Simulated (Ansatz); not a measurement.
**How far is PAW off for Bi?**

```
Bi
1.0
     2.35199    1.40572    4.00778
    -2.19400    1.33753    3.93959
     0.01994   -2.56532    3.91463
Bi
2
Cartesian
  0.0416 0.0416 2.7744
  0.1363 0.1363 9.0876
```

Atoms are numbered in the order listed.

Structure: COD 9009658, as refined from experiment and not relaxed. The listed cell was then made from it by scaling, straining or moving an atom.

No spin–orbit coupling, which matters for the heavy atoms here.

Levels of theory: DFT, PBE, PAW with Ansatz's default frozen-core files, scalar-relativistic (Ansatz 0.2.0); DFT, PBE, all-electron PAW with datasets made for the crystal, scalar-relativistic (Ansatz 0.2.0); DFT, PBE, all-electron LAPW, scalar-relativistic (Ansatz 0.2.0).

For PAW: a Γ-centred 11×11×11 k mesh, Fermi–Dirac smearing of 0.03 eV, cutoff 420 eV, no spin polarisation. The crystal-made all-electron datasets (AE datasets) take a cutoff of 260 eV at this cell. LAPW targets a basis error of 0.25 meV/atom. The Ansatz runs share mesh, smearing and spin set-up. Plane-wave (PAW) pressures include the program's estimate of the Pulay term.

Stress and pressure are positive in compression.

The change that made this cell: equal xy, yz and zx engineering shear strains of +3 %.

```tsv
quantity	PAW	AE datasets	LAPW
pressure (GPa)	1.85	1.87	1.87
stress xx (GPa)	2.53	2.55	2.55
stress yy (GPa)	1.09	1.11	1.11
stress zz (GPa)	1.93	1.95	1.95
stress yz (GPa)	-1.36	-1.36	-1.36
stress xz (GPa)	-0.66	-0.66	-0.66
stress xy (GPa)	-0.20	-0.20	-0.20
force on Bi1, z (eV/Å)	0.189	0.190	0.190
```

PAW's pressure differs from the LAPW value by -0.02 GPa.
